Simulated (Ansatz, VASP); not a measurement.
One calculation of Mg, two programs

INCAR

```
SYSTEM = Mg
ALGO = Normal
EDIFF = 1E-7
ENCUT = 520
ISIF = 2
ISMEAR = 0
LASPH = .TRUE.
LCHARG = .FALSE.
LREAL = .FALSE.
LWAVE = .FALSE.
NBANDS = 9
NELM = 100
PREC = Accurate
SIGMA = 0.1
```

File KPOINTS:

```
k-points
0
G
  6 6 4
  0 0 0
```

Contents of POSCAR:

```
Mg
1.0
    3.1800000000      0.0000000000      0.0000000000
   -1.5900000000      2.7539608000      0.0000000000
    0.0000000000      0.0000000000      5.1600000000
Mg
2
Direct
    0.3333333000      0.6666667000      0.2500000000
    0.6666667000      0.3333333000      0.7500000000
```

Input for Ansatz:

```yaml
crystal:
  lattice:
    - [3.18, 0.0, 0.0]
    - [-1.59, 2.7539608, 0.0]
    - [0.0, 0.0, 5.16]
  atoms:
    - { symbol: Mg, position: [0.3333333, 0.6666667, 0.25] }
    - { symbol: Mg, position: [0.6666667, 0.3333333, 0.75] }
basis:
  ecutwfc: 420
kpoints:
  mp_grid: { grid: [6, 6, 4] }
hamiltonian:
  xc: lda
  pseudopotentials: { kind: paw, azcp: { folder: soft_1 } }
scf:
  occupations: { method: gaussian, width: 0.1 }
output:
  forces: true
  stress: true
  eigenvalues: true
```

The cell was built by a generator and needn't be a form met in nature.

Alike in both runs: task single point; functional LDA; k mesh 6 × 6 × 4; occupations gaussian, width 0.1 eV; no spin polarisation.

```csv
,VASP,Ansatz
version,VASP 6.6.1,Ansatz 0.2.0
potentials or method,"VASP PAW LDA potentials, release 64 (Mg)","scalar-relativistic, plane waves, PAW"
plane-wave cutoff (eV),520,420
valence electrons in the cell,4,20
```

VASP gave:

- gap on the k mesh at the Fermi level (eV): none
- pressure (GPa): -1.9

Q: Which values does Ansatz return?

A: gap on the k mesh at the Fermi level (eV): none; pressure (GPa): -1.6.

A gap of «none» marks a metal or a gap that the smearing closes. The two sets of potentials don't hold the same shells in valence. Ansatz warned: «pseudo_functional_mismatch».

Caveats: the k mesh is coarse (spacing up to 0.38 Å⁻¹), so the values aren't converged.
